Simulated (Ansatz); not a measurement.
# Dielectric response of SiC (110) films

Wanted: ε of zincblende SiC (110) by finite fields on slabs, and the band edges against the vacuum where run.

Program: Ansatz 0.2.0. Level of theory: plane-wave DFT, PBEsol, Ansatz PAW, in the first sound run; inputs show where later runs differ. Results are calculated unless marked as measured.

## Step 1: The starting structure

The cell holds 10 atoms: 5 Si and 5 C. Cell: a = 3.083 Å, b = 4.360 Å, c = 24.166 Å, α = 90.0°, β = 90.0°, γ = 90.0°. It derives from SiC (zincblende SiC). Vacuum lies along c.

Structure file:

```cif
data_structure
_symmetry_space_group_name_H-M 'P 1'
_symmetry_Int_Tables_number 1
_cell_length_a 3.0830
_cell_length_b 4.3600
_cell_length_c 24.1660
_cell_angle_alpha 90.000
_cell_angle_beta 90.000
_cell_angle_gamma 90.000
_cell_volume 324.83
loop_
_atom_site_label
_atom_site_type_symbol
_atom_site_fract_x
_atom_site_fract_y
_atom_site_fract_z
_atom_site_occupancy
Si1 Si 0.50000 0.50000 0.37242 1
C2 C 0.00000 0.75000 0.37242 1
Si3 Si 0.00000 0.00000 0.43621 1
C4 C 0.50000 0.25000 0.43621 1
Si5 Si 0.50000 0.50000 0.50000 1
C6 C 0.00000 0.75000 0.50000 1
Si7 Si 0.00000 0.00000 0.56379 1
C8 C 0.50000 0.25000 0.56379 1
Si9 Si 0.50000 0.50000 0.62758 1
C10 C 0.00000 0.75000 0.62758 1
```

## Step 2: Relaxing the film, 10 atoms, units 5

The structure is relaxed first, because levels and dipoles at a surface follow the positions of the outer atoms.

File input.yaml:

```yaml
crystal:
  lattice:
    - [3.08298557, 0.0, 0.0]
    - [0.0, 4.36, 0.0]
    - [0.0, 0.0, 24.1659711319]
  atoms:
    - { symbol: Si, position: [0.5, 0.5, 0.3724245118] }
    - { symbol: C, position: [0.0, 0.75, 0.3724245118] }
    - { symbol: Si, position: [0.0, 0.0, 0.4362122559] }
    - { symbol: C, position: [0.5, 0.25, 0.4362122559] }
    - { symbol: Si, position: [0.5, 0.5, 0.5] }
    - { symbol: C, position: [0.0, 0.75, 0.5] }
    - { symbol: Si, position: [0.0, 0.0, 0.5637877441] }
    - { symbol: C, position: [0.5, 0.25, 0.5637877441] }
    - { symbol: Si, position: [0.5, 0.5, 0.6275754882] }
    - { symbol: C, position: [0.0, 0.75, 0.6275754882] }
kpoints:
  mp_grid: { grid: [8, 6, 1] }
hamiltonian:
  xc: pbesol
scf:
  occupations: { method: fixed }
  convergence: { dr2_threshold: 1.0e-09 }
efield:
  axis: 3
  dipole_correction: true
  ramp_position: 0.97
  ramp_width: 0.06
relax:
  f_tol: 0.003
  max_steps: 100
output:
  write_potential: true
  write_density: true
  volumetric_format: npy
```

Run with:

```console
$ ansatz run input.yaml --threads 4 --pin off --max-ram 16384MiB --backend cpu --events-out ev --progress --plain --runs-dir out
```

Numbers of over 12 decimals in the logs are rounded to 6 here.

What it wrote:

```text
Engine: ansatz 0.2.0, aarch64-unknown-linux-gnu
Pseudopotentials: kind: paw
Pseudopotential: Si, paw, valence charge 4, recommended cutoff 420 eV (normal), Si.paw.azcp
Pseudopotential: C, paw, valence charge 4, recommended cutoff 420 eV (normal), C.paw.azcp
Functional definition: PBEsol
  exchange = pbesol_x
  correlation = pbesol_c
Crystal: 10 atoms, lattice volume = 324.835 Å³
Basis set: ecut = 420 eV, 6301 PW (Γ), exchange–correlation on 48×60×324 points (8 copies of the dense FFT grid, shifted against one another)
Bands: 30, of which v1, the nominal top of the filled ones, is band 20 counted from 1 (19 counted from 0)
Symmetry: 2 space group operations
k-points: 20 of 48 (time reversal used)
Non-local potential: Si, projectors of the file, l = 0: 2, l = 1: 2, l = 2: 2
Non-local potential: C, projectors of the file, l = 0: 2, l = 1: 2, l = 2: 1
PAW form: soft (Blöchl's): semilocal exchange-correlation on the pseudo side does not see the compensation charge
PAW frozen core: Si, regenerated for the run's functional, and the local potential with it (the file was generated under x = pbe(κ = 0.804, μ = 0.219515), c = pbe(β = 0.066725))
PAW frozen core: C, regenerated for the run's functional, and the local potential with it (the file was generated under x = pbe(κ = 0.804, μ = 0.219515), c = pbe(β = 0.066725))
PAW one-centre angular grid: Si, 110 points (default); XC on 64 Gauss nodes
PAW one-centre angular grid: C, 110 points (default); XC on 64 Gauss nodes
Initial density: superposition of atomic densities (neutral atoms: chi_scale 0, normalization atom), corrected by the library's trained network
Initial wavefunctions: pseudopotential atomic-orbital guess
Functional: x = pbesol(κ = 0.804, μ = 0.123457), c = pbesol(β = 0.046)
SCF iter   1: F=—  HF=-4336.970333 eV  |F-HF|=—  |Δ(HF+E_count)|=         —  Δρ=5.83e-3  dr2=1.94e-1  ethr=1.77e-3  p=0.000 e·Å  D=9.80e-14 V/Å  ΔV_dip=-0.00 eV  dr2_dipole=2.08e-7  V_vac-E_F(+/−)=4.97/4.97 eV  ⟨swp⟩=5.1  Hψ=3019  notcnv=0  defer=159
efield: sawtooth ramp at fractional position 0.9700 (set: `efield.ramp_position`, or a place that a band, a saddle search or an elastic batch's reference lends), width 0.0600; the density the first Hamiltonian is built on has a dipole p = 0.000 e·Å; the dipole correction subtracts the counter field D = 9.80e-14 V/Å, which shifts the + side's vacuum level by -0.00 eV against the − side's; the planar-averaged density in the ramp window peaks in size at 6.1e-6 e/Å³
preconditioner: auto → Resta (q_TF=auto, 1.924 Å⁻¹)  ε∞=2.6  [insulator: Δε(μ)=0.007 eV  Ē_g=10.345 eV  n_scr=32 (ndim 8)  ℏωp=13.0 eV  f_vac=0.583  ε∞_Penn≈2.6  vacuum switching on, ρ_ref=7.8e-3 e/Å³]
SCF iter   2: F=—  HF=-4336.947946 eV  |F-HF|=—  |Δ(HF+E_count)|=   2.24e-2  Δρ=5.83e-3  dr2=1.66e-1  ethr=4.85e-4  p=0.000 e·Å  D=9.11e-5 V/Å  ΔV_dip=-0.00 eV  dr2_dipole=2.68e-5  V_vac-E_F(+/−)=4.87/4.87 eV  ⟨swp⟩=2.6  Hψ=1081  notcnv=0  defer=160  κ⁻¹=1.0e0(r=1)
density mixer auto → broyden: gapped, with many states about μ (density of states about μ 0.84 of a free-electron gas's, 32 screened modes)
SCF iter   3: F=—  HF=-4336.934264 eV  |F-HF|=—  |Δ(HF+E_count)|=   1.37e-2  Δρ=3.07e-3  dr2=5.66e-2  ethr=4.15e-4  p=-0.001 e·Å  D=-4.74e-4 V/Å  ΔV_dip=0.01 eV  dr2_dipole=3.92e-5  V_vac-E_F(+/−)=4.98/4.97 eV  ⟨swp⟩=2.7  Hψ=797  notcnv=0  defer=155  κ⁻¹=4.1e-2(r=2)
SCF iter   4: F=—  HF=-4336.931665 eV  |F-HF|=—  |Δ(HF+E_count)|=   2.60e-3  Δρ=9.67e-4  dr2=3.63e-3  ethr=1.42e-4  p=0.001 e·Å  D=3.55e-4 V/Å  ΔV_dip=-0.01 eV  dr2_dipole=1.59e-4  V_vac-E_F(+/−)=4.94/4.95 eV  ⟨swp⟩=1.1  Hψ=511  notcnv=0  defer=152  κ⁻¹=3.8e-3(r=3)
SCF iter   5: F=—  HF=-4336.932072 eV  |F-HF|=—  |Δ(HF+E_count)|=   4.07e-4  Δρ=6.52e-4  dr2=1.50e-2  ethr=9.07e-6  p=-0.004 e·Å  D=-2.29e-3 V/Å  ΔV_dip=0.06 eV  dr2_dipole=6.37e-3  V_vac-E_F(+/−)=5.00/4.94 eV  ⟨swp⟩=2.5  Hψ=896  notcnv=0  defer=160  κ⁻¹=3.2e-3(r=4)
SCF iter   6: F=—  HF=-4336.931483 eV  |F-HF|=—  |Δ(HF+E_count)|=   5.89e-4  Δρ=3.69e-4  dr2=7.36e-4  ethr=9.07e-6  p=0.001 e·Å  D=3.28e-4 V/Å  ΔV_dip=-0.01 eV  dr2_dipole=9.95e-5  V_vac-E_F(+/−)=4.97/4.98 eV  ⟨swp⟩=1.6  Hψ=529  notcnv=0  defer=157  κ⁻¹=3.1e-4(r=5)
SCF iter   7: F=—  HF=-4336.931455 eV  |F-HF|=—  |Δ(HF+E_count)|=   2.73e-5  Δρ=1.73e-4  dr2=1.28e-4  ethr=1.84e-6  p=0.000 e·Å  D=3.14e-5 V/Å  ΔV_dip=-0.00 eV  dr2_dipole=1.21e-6  V_vac-E_F(+/−)=4.98/4.98 eV  ⟨swp⟩=1.3  Hψ=555  notcnv=0  defer=145  κ⁻¹=3.8e-5(r=6)
SCF iter   8: F=—  HF=-4336.931454 eV  |F-HF|=—  |Δ(HF+E_count)|=   1.54e-6  Δρ=5.04e-5  dr2=1.37e-5  ethr=3.20e-7  p=-0.000 e·Å  D=-2.51e-5 V/Å  ΔV_dip=0.00 eV  dr2_dipole=9.97e-7  V_vac-E_F(+/−)=4.99/4.99 eV  ⟨swp⟩=2.6  Hψ=822  notcnv=0  defer=135  κ⁻¹=3.7e-6(r=7)
SCF iter   9: F=—  HF=-4336.931452 eV  |F-HF|=—  |Δ(HF+E_count)|=   1.46e-6  Δρ=2.31e-5  dr2=2.68e-6  ethr=3.42e-8  p=-0.000 e·Å  D=-9.80e-6 V/Å  ΔV_dip=0.00 eV  dr2_dipole=2.03e-9  V_vac-E_F(+/−)=4.99/4.99 eV  ⟨swp⟩=2.4  Hψ=844  notcnv=0  defer=125  κ⁻¹=2.3e-6(r=8)
SCF iter  10: F=—  HF=-4336.931523 eV  |F-HF|=—  |Δ(HF+E_count)|=   7.10e-5  Δρ=8.02e-6  dr2=3.40e-7  ethr=6.69e-9  p=0.000 e·Å  D=3.60e-6 V/Å  ΔV_dip=-0.00 eV  dr2_dipole=1.78e-8  V_vac-E_F(+/−)=4.99/4.99 eV  ⟨swp⟩=2.8  Hψ=905  notcnv=0  defer=117  κ⁻¹=2.3e-7(r=8)
SCF iter  11: F=—  HF=-4336.931523 eV  |F-HF|=—  |Δ(HF+E_count)|=  4.11e-10  Δρ=3.38e-6  dr2=6.71e-8  ethr=8.49e-10  p=-0.000 e·Å  D=-2.96e-6 V/Å  ΔV_dip=0.00 eV  dr2_dipole=9.52e-9  V_vac-E_F(+/−)=4.99/4.99 eV  ⟨swp⟩=2.0  Hψ=853  notcnv=0  defer=117  κ⁻¹=5.7e-7(r=8)
SCF iter  12: F=—  HF=-4336.931523 eV  |F-HF|=—  |Δ(HF+E_count)|=   5.83e-9  Δρ=8.74e-7  dr2=2.71e-9  ethr=1.68e-10  p=0.000 e·Å  D=1.21e-7 V/Å  ΔV_dip=-0.00 eV  dr2_dipole=5.20e-11  V_vac-E_F(+/−)=4.99/4.99 eV  ⟨swp⟩=2.7  Hψ=893  notcnv=0  defer=117  κ⁻¹=6.6e-8(r=8)
SCF iter  13: F=-4336.931523 eV  HF=-4336.931523 eV  |F-HF|=1.42e-10  |Δ(HF+E_count)|=   2.06e-9  Δρ=3.36e-7  dr2=3.03e-10  ethr=2.50e-12  p=0.000 e·Å  D=2.24e-8 V/Å  ΔV_dip=-0.00 eV  dr2_dipole=2.36e-12  V_vac-E_F(+/−)=4.99/4.99 eV  ⟨swp⟩=9.1  Hψ=3639  notcnv=0
SCF 1 converged in 13 iterations: F = -4336.931523 eV  dr2 = 3.03e-10
  greatest PAW one-centre occupation: 0.649 electrons in one spin orbital (limit 2), on the C atom at site 9 (counted from 0), in its partial waves of l = 0
relax step   1: F+E_penalty+E_count = -4336.93152349 eV  Δ(F+E_penalty+E_count) = +0.000e0 eV  max|allowed force component| = 2.826e0 eV/Å  Δτ_max = 0.0000 Å  (13 SCF iters, accepted)
Initial density: handed on by an earlier stage of this run
Initial wavefunctions: those handed on with the density
[...]
greatest PAW one-centre occupation: 0.658 electrons in one spin orbital (limit 2), on the C atom at site 9 (counted from 0), in its partial waves of l = 0
relax step   3: F+E_penalty+E_count = -4338.22369622 eV  Δ(F+E_penalty+E_count) = -3.269e-1 eV  max|allowed force component| = 2.284e-1 eV/Å  Δτ_max = 0.1268 Å  (11 SCF iters, accepted)
[...]
relax step   4: F+E_penalty+E_count = -4338.23135453 eV  Δ(F+E_penalty+E_count) = -7.658e-3 eV  max|allowed force component| = 1.827e-1 eV/Å  Δτ_max = 0.0171 Å  (10 SCF iters, accepted)
[...]
relax step   5: F+E_penalty+E_count = -4338.23381209 eV  Δ(F+E_penalty+E_count) = -2.458e-3 eV  max|allowed force component| = 1.373e-2 eV/Å  Δτ_max = 0.0062 Å  (8 SCF iters, accepted)
SCF iter   1: F=—  HF=-4338.233773 eV  |F-HF|=—  |Δ(HF+E_count)|=         —  Δρ=1.07e-4  dr2=5.85e-5  ethr=1.20e-6  p=-0.000 e·Å  D=-4.59e-7 V/Å  ΔV_dip=0.00 eV  dr2_dipole=3.57e-11  V_vac-E_F(+/−)=5.33/5.33 eV  ⟨swp⟩=2.4  Hψ=1290  notcnv=0  defer=160
efield: sawtooth ramp at fractional position 0.9700 (set: `efield.ramp_position`, or a place that a band, a saddle search or an elastic batch's reference lends), width 0.0600; the density the first Hamiltonian is built on has a dipole p = -0.000 e·Å; the dipole correction subtracts the counter field D = -4.59e-7 V/Å, which shifts the + side's vacuum level by +0.00 eV against the − side's; the planar-averaged density in the ramp window peaks in size at 1.0e-7 e/Å³
preconditioner: auto → Resta (q_TF=auto, 1.924 Å⁻¹)  ε∞=2.4  [insulator: Δε(μ)=0.300 eV  Ē_g=10.862 eV  n_scr=32 (ndim 8)  ℏωp=13.0 eV  f_vac=0.601  ε∞_Penn≈2.4  vacuum switching on, ρ_ref=8.6e-3 e/Å³]
SCF iter   2: F=—  HF=-4338.233758 eV  |F-HF|=—  |Δ(HF+E_count)|=   1.51e-5  Δρ=3.73e-5  dr2=7.92e-6  ethr=1.46e-7  p=0.000 e·Å  D=8.56e-7 V/Å  ΔV_dip=-0.00 eV  dr2_dipole=2.45e-11  V_vac-E_F(+/−)=5.33/5.33 eV  ⟨swp⟩=2.9  Hψ=1246  notcnv=0  defer=127  κ⁻¹=1.0e0(r=1)
density mixer auto → broyden: gapped, with many states about μ (density of states about μ 0.36 of a free-electron gas's, 32 screened modes)
SCF iter   3: F=—  HF=-4338.233757 eV  |F-HF|=—  |Δ(HF+E_count)|=   1.26e-6  Δρ=2.23e-5  dr2=1.36e-6  ethr=1.98e-8  p=-0.000 e·Å  D=-1.04e-7 V/Å  ΔV_dip=0.00 eV  dr2_dipole=8.87e-12  V_vac-E_F(+/−)=5.33/5.33 eV  ⟨swp⟩=2.2  Hψ=742  notcnv=0  defer=116  κ⁻¹=6.6e-2(r=2)
SCF iter   4: F=—  HF=-4338.233834 eV  |F-HF|=—  |Δ(HF+E_count)|=   7.68e-5  Δρ=7.55e-6  dr2=1.77e-7  ethr=3.40e-9  p=0.000 e·Å  D=5.33e-7 V/Å  ΔV_dip=-0.00 eV  dr2_dipole=6.01e-12  V_vac-E_F(+/−)=5.33/5.33 eV  ⟨swp⟩=2.5  Hψ=876  notcnv=0  defer=113  κ⁻¹=7.0e-3(r=3)
SCF iter   5: F=—  HF=-4338.233834 eV  |F-HF|=—  |Δ(HF+E_count)|=   8.67e-9  Δρ=2.59e-6  dr2=1.76e-8  ethr=4.42e-10  p=-0.000 e·Å  D=-4.27e-8 V/Å  ΔV_dip=0.00 eV  dr2_dipole=6.52e-12  V_vac-E_F(+/−)=5.33/5.33 eV  ⟨swp⟩=2.4  Hψ=810  notcnv=0  defer=113  κ⁻¹=4.6e-4(r=4)
SCF iter   6: F=—  HF=-4338.233834 eV  |F-HF|=—  |Δ(HF+E_count)|=   3.86e-9  Δρ=6.26e-7  dr2=1.21e-9  ethr=4.40e-11  p=0.000 e·Å  D=7.42e-7 V/Å  ΔV_dip=-0.00 eV  dr2_dipole=1.69e-11  V_vac-E_F(+/−)=5.33/5.33 eV  ⟨swp⟩=2.5  Hψ=892  notcnv=0  defer=113  κ⁻¹=2.0e-5(r=5)
SCF iter   7: F=-4338.233834 eV  HF=-4338.233834 eV  |F-HF|=4.09e-11  |Δ(HF+E_count)|=  8.11e-10  Δρ=2.10e-7  dr2=2.36e-10  ethr=2.50e-12  p=-0.000 e·Å  D=-5.24e-7 V/Å  ΔV_dip=0.00 eV  dr2_dipole=3.56e-11  V_vac-E_F(+/−)=5.33/5.33 eV  ⟨swp⟩=8.9  Hψ=3575  notcnv=0
SCF 6 converged in 7 iterations: F = -4338.233834 eV  dr2 = 2.36e-10
relax step   6: F+E_penalty+E_count = -4338.23383354 eV  Δ(F+E_penalty+E_count) = -2.145e-5 eV  max|allowed force component| = 1.482e-3 eV/Å  Δτ_max = 0.0012 Å  (7 SCF iters, accepted)
NSCF: frozen V_eff on 20 k-points
the band table was solved once a step of the walk had ended and its energy, with any forces and stress, was formed, with the checks that follow a solve (5204 applications of the Hamiltonian). They found nothing against the state; the energy, forces and stress were not computed again (output.eigenvalues in the input reference)
WARN: The output density's exchange-correlation potential varies sharply where the density is thin. Do not read a vacuum level from v_tot or v_xc, or from such a field of the output density. On a cell that repeats whose density bears no net charge and no dipole along the vacuum's axis use v_es (v_loc + v_h of the components); under efield.dipole_correction with no amplitude use v_es + v_field, which holds any externa [...]
SCF converged after 7 iterations
Stability not checked: this state was not tested for a lower state beside it, because the mixer in use, unlike msr1, does not test its closes by its own steps (another_mixer; see scf.mixing.algorithm and scf.lower_state_search)
Free energy (F): -4338.233834 eV
Harris-Foulkes:  -4338.233834 eV  (|F-HF|=4.09e-11)
Internal energy: -4338.233834 eV  (E = F + TS)
E sigma→0 (E₀):  -4338.233834 eV
Fermi energy:    -0.422022 eV
Dipole field:    D = 0.000006 V/Å  (p = 0.000010 e·Å, saw-weighted, corrected)
Work function:   Φ+ = 5.3343 eV   Φ− = 5.3344 eV
Levels:          The Fermi level and band energies are counted from a zero that moves with the ramp; work functions are not
--- Per-component energies (eV) ---
  E_band       = -270.084421
  E_kinetic    = 668.743003
  E_local      = -21148.220119  (includes V_loc(G=0)·N_el)
  E_nonlocal   = 261.456578
  E_hartree    = 10266.900481
  E_xc         = -519.102012
  E_vxc        = -540.218661  (∫ρ·V_xc dr)
  E_paw        = -2970.960957  (= ΣΔE_a)
  E_vpaw       = -45.646645  (= ΣTr[D̂ρ^β])
  E_aug_tail   = 0.000068  (compensation charges beyond the density's cutoff)
  E_efield     = 0.000000  (sawtooth field / dipole correction)
  E_vefield    = 0.000000  (∫n·V_field dr)
  E_ewald      = 9102.685819
  E_core_change = 0.263306  (= ΣΔE_core)
  E_smearing   = -0.000000  (= −TS)
  E_closure    = -0.000000  (closes the sum)
  Σ components = -4338.233834   (vs F -4338.233834, Δ=0.00e0)
--- Forces (eV/Å), atoms counted from 1 ---
  atom   1  Si     0.00000000     0.00076477    -0.00020929
  atom   2  C      0.00000000     0.00026843    -0.00012242
  atom   3  Si     0.00000000    -0.00148246     0.00014085
  atom   4  C      0.00000000    -0.00006761    -0.00113111
  atom   5  Si     0.00000000    -0.00036751    -0.00000182
  atom   6  C      0.00000000     0.00139719    -0.00000042
  atom   7  Si     0.00000000    -0.00148255    -0.00014371
  atom   8  C      0.00000000    -0.00006740     0.00112815
  atom   9  Si     0.00000000     0.00076444     0.00020800
  atom  10  C      0.00000000     0.00027113     0.00012018
  max |Σ_I F_I| component: 1.16e-5 eV/Å
--- Band table (eV; the first three rows and the last of 20) ---
  k-point 0: bands = [... 16 lower, -1.8278, -1.3248, -1.2715, -1.0004, 0.7821, 1.9621, 2.1034, 2.7655, ... 6 higher]
  k-point 1: bands = [... 16 lower, -1.9609, -1.5963, -1.4106, -0.9809, 1.0111, 2.1015, 2.2517, 2.6372, ... 6 higher]
  k-point 2: bands = [... 16 lower, -2.3067, -2.1642, -1.4854, -0.8833, 1.4173, 2.1151, 2.2833, 3.1158, ... 6 higher]
  k-point 19: bands = [... 16 lower, -3.1268, -2.7936, -0.9661, -0.4220, 0.6297, 1.3778, 3.7073, 4.3970, ... 6 higher]
--- Relaxed structure (6 steps of the walk, 6 accepted, 0 SCFs on fresh bases) ---
  F+E_penalty+E_count = -4338.23383354 eV   max|allowed force component| = 1.482e-3 eV/Å
  atoms:
    - { symbol: Si, position: [0.5, 0.541626, 0.382767] }
    - { symbol: C, position: [0.0, 0.736410, 0.372473] }
    - { symbol: Si, position: [0.0, -0.00959318, 0.434217] }
    - { symbol: C, position: [0.5, 0.235376, 0.435704] }
    - { symbol: Si, position: [0.5, 0.495480, 0.500000] }
    - { symbol: C, position: [0.0, 0.746883, 0.500000] }
    - { symbol: Si, position: [0.0, -0.00959319, 0.565783] }
    - { symbol: C, position: [0.5, 0.235376, 0.564296] }
    - { symbol: Si, position: [0.5, 0.541626, 0.617233] }
    - { symbol: C, position: [0.0, 0.736410, 0.627527] }
```

The job ended after 28 s (4 threads of Arm Neoverse V1, shared host; peak memory 0.65 GiB; 1.8 min of CPU time).

Relaxation path:

```csv
step,energy less that of the first step (eV),largest force component (eV/Å)
1,0.0000,2.8257
2,-0.9653,1.5670
3,-1.2922,0.2284
4,-1.2998,0.1827
5,-1.3023,0.0137
6,-1.3023,0.0015
```

The run keeps the 2 symmetry operations that it works with, so distortions that break them were not tested.

The atoms that moved most (Å):

```csv
atom,dx,dy,dz,length
Si1,0.000,0.181,0.250,0.309
Si9,0.000,0.181,-0.250,0.309
C8,0.000,-0.064,0.012,0.065
C4,0.000,-0.064,-0.012,0.065
Si7,0.000,-0.042,0.048,0.064
Si3,0.000,-0.042,-0.048,0.064
C10,0.000,-0.059,-0.001,0.059
C2,0.000,-0.059,0.001,0.059
```

This step gave:

```yaml
work_function_upper_face: 5.334 eV
dipole_along_the_normal: 1.04e-5 e·Å
```

Running mean over 1.541 Å of the planar mean; the ramp of the sawtooth is left out. Table of electron's electrostatic potential energy less the highest filled level by z:

```csv
z (Å),electron's electrostatic potential energy less the highest filled level (eV)
3,5.33
4,5.33
5,5.33
6,5.32
7,5.16
8,2.18
9,-6.81
10,-9.94
11,-8.20
12,-8.08
13,-8.06
14,-9.77
15,-7.72
16,0.690
17,5.05
18,5.32
19,5.33
20,5.33
21,5.33
```

The relaxation took 6 steps and lowered the energy by 1.3 eV; the largest force on the free atoms ends at 0.0015 eV/Å.

The work function of the upper face is 5.33 eV.

(Part 1 of 6 ends here.)

[Logs are printed without paths, hosts, clocks, repeated set-up lines and the standing remarks that a program may print on its own settings, such as how far it seeks lower states.]

[Hosts, paths, dates, database ids (printed as entryN), source tags and the programs' standing remarks are cut or masked in the printed files.]

[Maps of the electrostatic potential energy from Ansatz leave out the sawtooth potential of an applied field or a dipole correction, so their vacuum need not be flat; planar profiles and work functions include it.]
